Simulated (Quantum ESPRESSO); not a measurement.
Cu under changes of volume

One of the cells (11.810 Å³/atom); the others are scaled copies at fixed shape and fractional positions:

```
Cu
1.0
     0.00000    1.80750    1.80750
     1.80750    0.00000    1.80750
     1.80750    1.80750    0.00000
Cu
1
Direct
  0.00000 0.00000 0.00000
```

| Item | Value |
| --- | --- |
| Program | Quantum ESPRESSO 7.5 |
| Functional | PBE |
| Potentials or basis | GBRV 1.5 PBE |
| Cutoff | 612 eV |
| Density cutoff | 4898 eV |
| k mesh | 13 × 13 × 13 |
| Occupations | fermi-dirac, width 0.05 eV |
| Spin | no spin polarisation |

| volume (Å³/atom) | energy over the lowest point (meV/atom) | pressure (GPa) |
| --- | --- | --- |
| 11.102 | ? | ? |
| 11.338 | 16.45 | 7.7 |
| 11.574 | 6.09 | 4.2 |
| 11.810 | 0.81 | 0.9 |
| 12.047 | 0.00 | -1.8 |
| 12.283 | 3.29 | -4.3 |
| 12.519 | 10.10 | -6.6 |

Task: What does the run at 11.102 Å³/atom give?

Result: Energy over the lowest point 32.60 meV/atom; pressure 11.9 GPa.

Worked out: A Birch-Murnaghan fit of order 3 (a polynomial in V^(-2/3)) to the other rows has its minimum at 11.97 Å³/atom with B0 = V·E''(V) = 143 GPa and B' = 4.9. It gives 32.50 meV/atom at 11.102 Å³/atom, against the run's 32.60, and -dE/dV = 13.0 GPa, against 11.9.

Energies are extrapolated to zero smearing.
